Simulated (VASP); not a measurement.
# Si (Fd-3m) in VASP: settings compared

The runs below take Si through elastic constants, phonon dispersion, G0W0 quasiparticle levels, with PBE, LDA, PBEsol.

All numbers are computed with VASP 6.6.1; they aren't measurements. Logs are shortened: lines on timing, memory, paths and dates and some standing lists are left out, and cuts for length are marked.

**1. Starting point**

Symmetry: Fd-3m, No. 227, cubic system. The conventional cell has a = 5.335 Å, b = 5.335 Å, c = 5.335 Å, α = 90.00°, β = 90.00°, γ = 90.00°. Si (site symmetry -43m) has 4 Si at 2.31 Å as nearest neighbours.

**2. Elastic constants, PBE**

Input file POSCAR:

```
Si
1.0
   -0.0000000000      2.6673761365      2.6673761365
    2.6673761365     -0.0000000000      2.6673761365
    2.6673761365      2.6673761365     -0.0000000000
  Si
     2
Direct
     0.7500000000000000    0.7500000000000000    0.7500000000000000
     0.5000000000000000    0.5000000000000000    0.5000000000000000
```

Input file INCAR.step1:

```
PREC = Accurate
ENCUT = 600
EDIFF = 1E-8
ISMEAR = 0
SIGMA = 0.03
LREAL = False
LASPH = True
NELM = 80
ALGO = Normal
ISIF = 3
LWAVE = False
LCHARG = False
GGA = PE
PSTRESS = 77.5
IBRION = 2
NSW = 40
EDIFFG = -0.002
```

Input file INCAR.step2:

```
PREC = Accurate
ENCUT = 600
EDIFF = 1E-8
ISMEAR = 0
SIGMA = 0.03
LREAL = False
LASPH = True
NELM = 80
ALGO = Normal
ISIF = 3
LWAVE = False
LCHARG = False
GGA = PE
PSTRESS = 77.5
IBRION = 6
NFREE = 2
POTIM = 0.015
NSW = 1
```

Input file KPOINTS:

```
regular mesh
0
Gamma
  10 10 10
```

Potentials or basis: VASP PAW PBE potentials, release 64 (Si).

On the command line:

```sh
cat potpaw_PBE.64/Si/POTCAR > POTCAR
cp INCAR.step1 INCAR
mpirun -np 1 vasp_std > vasp.out
cp CONTCAR POSCAR
cp INCAR.step2 INCAR
mpirun -np 1 vasp_std > vasp.out
```

OUTCAR:

```text
PREC = Accurate
   ENCUT = 600
   EDIFF = 1E-8
   ISMEAR = 0
   LREAL = False
   LASPH = True
   NELM = 80
   ISIF = 3
   GGA = PE
   PSTRESS = 77.5
   IBRION = 6
   NFREE = 2
   POTIM = 0.015
   NSW = 1

 ion  position               nearest neighbor table
   1  0.750  0.750  0.750-   2 2.31   2 2.31   2 2.31   2 2.31
   2  0.500  0.500  0.500-   1 2.31   1 2.31   1 2.31   1 2.31

  LATTYP: Found a face centered cubic cell.
 ALAT       =     5.3347522730

  Lattice vectors:

 A1 = (   0.0000000000,   2.6673761365,   2.6673761365)
 A2 = (   2.6673761365,   0.0000000000,   2.6673761365)
 A3 = (   2.6673761365,   2.6673761365,   0.0000000000)

Analysis of symmetry for initial positions (statically):
=====================================================================
 Subroutine PRICEL returns:
 Original cell was already a primitive cell.

 Routine SETGRP: Setting up the symmetry group for a
 face centered cubic supercell.

 Subroutine GETGRP returns: Found 48 space group operations
 (whereof 24 operations were pure point group operations)
 out of a pool of 48 trial point group operations.

The static configuration has the point symmetry T_d .
 The point group associated with its full space group is O_h .

Analysis of symmetry for dynamics (positions and initial velocities):
=====================================================================
 Subroutine PRICEL returns:
 Original cell was already a primitive cell.

 Routine SETGRP: Setting up the symmetry group for a
 face centered cubic supercell.

 Subroutine GETGRP returns: Found 48 space group operations
 (whereof 24 operations were pure point group operations)
 out of a pool of 48 trial point group operations.

The dynamic configuration has the point symmetry T_d .
 The point group associated with its full space group is O_h .

 Subroutine INISYM returns: Found 48 space group operations
 (whereof 24 operations are pure point group operations),
 and found     1 'primitive' translations

----------------------------------------------------------------------------------------

                                     Primitive cell

  volume of cell :      37.9562

  direct lattice vectors                    reciprocal lattice vectors
     0.000000000  2.667376137  2.667376137    -0.187450129  0.187450129  0.187450129
     2.667376137  0.000000000  2.667376137     0.187450129 -0.187450129  0.187450129
     2.667376137  2.667376137  0.000000000     0.187450129  0.187450129 -0.187450129

  length of vectors
     3.772239508  3.772239508  3.772239508     0.324673147  0.324673147  0.324673147

  position of ions in fractional coordinates (direct lattice)
     0.750000000  0.750000000  0.750000000
     0.500000000  0.500000000  0.500000000

  ion indices of the primitive-cell ions
   primitive index   ion index
                 1           1
                 2           2

----------------------------------------------------------------------------------------

 KPOINTS: regular mesh

Automatic generation of k-mesh.
 Grid dimensions read from file:
 generate k-points for:   10   10   10

 Generating k-lattice:

  Cartesian coordinates                     Fractional coordinates (reciprocal lattice)
    -0.018745013  0.018745013  0.018745013     0.100000000  0.000000000  0.000000000
     0.018745013 -0.018745013  0.018745013     0.000000000  0.100000000  0.000000000
     0.018745013  0.018745013 -0.018745013     0.000000000  0.000000000  0.100000000

  Length of vectors
     0.032467315  0.032467315  0.032467315

  Shift w.r.t. Gamma in fractional coordinates (k-lattice)
     0.000000000  0.000000000  0.000000000

 Subroutine IBZKPT returns following result:
 ===========================================

 Found     47 irreducible k-points:

 Following reciprocal coordinates:
            Coordinates               Weight
  0.000000  0.000000  0.000000      1.000000
  0.100000  0.000000  0.000000      8.000000
  0.200000  0.000000  0.000000      8.000000
  0.300000  0.000000  0.000000      8.000000
  0.400000  0.000000  0.000000      8.000000
  0.500000  0.000000  0.000000      4.000000
[... 50 lines left out ...]
   EMIN   =  10.00;   EMAX   =-10.00  energy-range for DOS
   EFERMI =   0.00;   METHOD = LEGACY
   ISMEAR =     0;   SIGMA  =   0.03  broadening in eV -4-tet -1-fermi 0-gaus
   EFERMI_NEDOS =   21; number of points for ismear=-14 and -15
   IALGO  =     38    algorithm
   IMIX   =      4    mixing-type and parameters
     AMIX     =   0.40;   BMIX     =  1.00
     AMIX_MAG =   1.60;   BMIX_MAG =  1.00
  volume/ion in A,a.u.               =      18.98       128.07
  Fermi-wavevector in a.u.,A,eV,Ry     =   0.974265  1.841094 12.914553  0.949193
  Thomas-Fermi vector in A             =   2.104711
   LORBIT       =      0    0 simple, 1 ext, 2 COOP (PROOUT), +10 PAW based schemes
   GGA     = PE    functional components
   LHFCALC =     F    Hartree Fock is set to
   AEXX    =    0.0000 exact exchange contribution
   IVDW    =     0    specifies the selected vdW correction
   LEPSILON=     F    determine dielectric tensor
   LRPA    =     F    only Hartree local field effects (RPA)
 finite differences with symmetry
 non-spin polarized calculation
 Gauss-broadening in eV      SIGMA  =   0.03
  energy-cutoff  :      600.00
  volume of cell :       37.96
 maximum number of plane-waves:      1295
   NGX = 15   NGY = 15   NGZ = 15

--------------------------------------- Ionic step        1  -------------------------------------------

 number of electron       7.9999999 magnetization

 Free energy of the ion-electron system (eV)
  ---------------------------------------------------
  ext. energy  EPLUGINS =         0.00000000
  ---------------------------------------------------
  free energy    TOTEN  =       -10.78279613 eV

  energy without entropy =      -10.78279613  energy(sigma->0) =      -10.78279613

------------------------ aborting loop because EDIFF is reached ----------------------------------------

  FORCE on cell =-STRESS in cart. coord.  units (eV):
  Direction    XX          YY          ZZ          XY          YZ          ZX
  --------------------------------------------------------------------------------------
  -------------------------------------------------------------------------------------
  Total        1.8376977      1.8376977      1.8376977     -0.0000000      0.0000000     -0.0000000
  in kB       77.5714424     77.5714424     77.5714424     -0.0000000      0.0000000     -0.0000000
  external PRESSURE =       0.0714424 kB  Pullay stress =      77.5000000 kB
[... 97 lines left out ...]
  energy  without entropy=      -10.7502939442  energy(sigma->0) =      -10.75029394

  enthalpy is  TOTEN    =        -8.9418288502 eV   P V=        1.8084650940

[... ionic steps 4 to 12 ...]

--------------------------------------- Ionic step       13  -------------------------------------------

 number of electron       7.9999999 magnetization

------------------------ aborting loop because EDIFF is reached ----------------------------------------
[... 71 lines left out ...]
--------------------------------------- Ionic step       15  -------------------------------------------

 number of electron       7.9999999 magnetization

 Free energy of the ion-electron system (eV)
  ---------------------------------------------------
  ext. energy  EPLUGINS =         0.00000000
  ---------------------------------------------------
  free energy    TOTEN  =       -10.78109852 eV

  energy without entropy =      -10.78109852  energy(sigma->0) =      -10.78109852

 E-fermi :   6.6027     XC(G=0):  -9.6198

 val. band max:        6.4547864727   @ k =   0.0000   0.0000   0.0000
 cond. band min:       6.8622133452   @ k =   0.0000   0.4000   0.4000
 fundamental gap:      0.4074268726
 Fermi energy:         6.6027402989

 k-point     1 :       0.0000    0.0000    0.0000
  band No.  band energies     occupation
      1      -5.9538      2.00000
      2       6.3065      2.00000
      3       6.3812      2.00000
      4       6.4548      2.00000
      5       8.9235      0.00000
      6       8.9653      0.00000
      7       9.0086      0.00000
      8      10.3827      0.00000
[... 243 lines left out ...]
 k-point    24 :       0.4000    0.3000    0.0000
  band No.  band energies     occupation
      1      -3.6849      2.00000
      2       0.8747      2.00000
      3       3.3911      2.00000
      4       3.8235      2.00000
      5       7.3556      0.00000
      6       8.5626      0.00000
      7      13.6008      0.00000
      8      13.6730      0.00000

 [... further k-points ...]
[... 5 lines left out ...]
  --------------------------------------------------------------------------------------
  -------------------------------------------------------------------------------------
  Total        1.8368761      1.8414511      1.8414511      0.0000000      0.1863550      0.0000000
  in kB       77.5367638     77.7298796     77.7298796      0.0000000      7.8662690      0.0000000
  external PRESSURE =       0.1655076 kB  Pullay stress =      77.5000000 kB
[... 21 lines left out ...]
  energy  without entropy=      -10.7810985189  energy(sigma->0) =      -10.78109852

  enthalpy is  TOTEN    =        -8.9450933473 eV   P V=        1.8360051716

 INTERNAL STRAIN TENSORS FROM STRAINED CELLS
 ============================================

 INTERNAL STRAIN TENSOR FOR ION    1 for displacements in x,y,z  (eV/Angst):
          X           Y           Z          XY          YZ          ZX
  --------------------------------------------------------------------------------
  x     0.00000    -0.00000    -0.00000    -0.00000   -12.43811     0.00000
  y     0.00000    -0.00000    -0.00000    -0.00000    -0.00000   -12.43807
  z     0.00000    -0.00000    -0.00000   -12.43818    -0.00000     0.00000

 INTERNAL STRAIN TENSORS FROM DISPLACED ATOMS
 ============================================

 INTERNAL STRAIN TENSOR FOR ION    1 for displacements in x,y,z  (eV/Angst):
          X           Y           Z          XY          YZ          ZX
  --------------------------------------------------------------------------------
  x     0.00000     0.00000     0.00000     0.00000   -12.42945     0.00000
  y    -0.00000     0.00000    -0.00000     0.00000     0.00000   -12.42945
  z     0.00000     0.00000     0.00000   -12.42945     0.00000     0.00000

 INTERNAL STRAIN TENSOR FOR ION    2 for displacements in x,y,z  (eV/Angst):
          X           Y           Z          XY          YZ          ZX
  --------------------------------------------------------------------------------
  x     0.00000    -0.00000    -0.00000     0.00000    12.42945     0.00000
  y     0.00000     0.00000     0.00000     0.00000     0.00000    12.42945
  z     0.00000     0.00000     0.00000    12.42945     0.00000     0.00000

 Eigenvectors and eigenvalues of the dynamical matrix
 ----------------------------------------------------

   1 f  =   16.205828 THz   101.824218 2PiTHz  540.568224 cm-1    67.021888 meV
             X         Y         Z           dx          dy          dz
      4.001064  4.001064  4.001064     0.000000   -0.707107    0.000000
      2.667376  2.667376  2.667376     0.000000    0.707107    0.000000
[... 21 lines left out ...]
   6 f  =    0.000000 THz     0.000000 2PiTHz    0.000000 cm-1     0.000000 meV
             X         Y         Z           dx          dy          dz
      4.001064  4.001064  4.001064     0.000000    0.000000    0.707107
      2.667376  2.667376  2.667376     0.000000    0.000000    0.707107

--------------------------------------------------------------------------------------------------------

 ELASTIC MODULI CONTR FROM IONIC RELAXATION (kBar)
 Direction    XX          YY          ZZ          XY          YZ          ZX
 --------------------------------------------------------------------------------
 XX          -0.0000      0.0000     -0.0000      0.0000      0.0000     -0.0000
 YY           0.0000     -0.0000     -0.0000      0.0000      0.0000      0.0000
 ZZ          -0.0000     -0.0000     -0.0000      0.0000      0.0000     -0.0000
 XY           0.0000      0.0000      0.0000   -432.1618      0.0000      0.0000
 YZ           0.0000      0.0000      0.0000      0.0000   -432.1618      0.0000
 ZX          -0.0000      0.0000     -0.0000      0.0000      0.0000   -432.1618
 --------------------------------------------------------------------------------

 TOTAL ELASTIC MODULI (kBar)
 Direction    XX          YY          ZZ          XY          YZ          ZX
 --------------------------------------------------------------------------------
 XX        1767.2873    808.7576    808.7576      0.0000      0.0000     -0.0000
 YY         808.7576   1767.2873    808.7576      0.0000      0.0000      0.0000
 ZZ         808.7576    808.7576   1767.2873      0.0000      0.0000     -0.0000
 XY           0.0000      0.0000      0.0000    788.2015     -0.0000     -0.0000
 YZ           0.0000      0.0000      0.0000     -0.0000    788.2015     -0.0000
 ZX          -0.0000      0.0000     -0.0000     -0.0000     -0.0000    788.2015
 --------------------------------------------------------------------------------
```

Run time: 8.9 min. Hardware: 1 thread of Intel Xeon Platinum 8488C (Sapphire Rapids), shared host; peak memory 0.28 GiB.

What came out:

```yaml
Elastic_constants_C11_C12_C44: 177, 81, 79 GPa
Voigt_bulk_modulus: 113 GPa
Highest_phonon_frequency_at_Γ: 541 cm⁻¹
```

Phonon frequencies in cm⁻¹ (negative: imaginary):
```tsv
q point	frequencies
(0.000, 0.000, 0.000)	0 0 0 541 541 541
```

Elastic tensor in Voigt notation (GPa, in the Cartesian axes of the cell as first typed):
```
177  81  81   0   0   0
 81 177  81   0   0   0
 81  81 177   0   0   0
  0   0   0  79   0   0
  0   0   0   0  79   0
  0   0   0   0   0  79
```

Clamped-ion elastic tensor (GPa):
```
177  81  81   0   0   0
 81 177  81   0   0   0
 81  81 177   0   0   0
  0   0   0 122   0   0
  0   0   0   0 122   0
  0   0   0   0   0 122
```

[end of part 1 of 3]
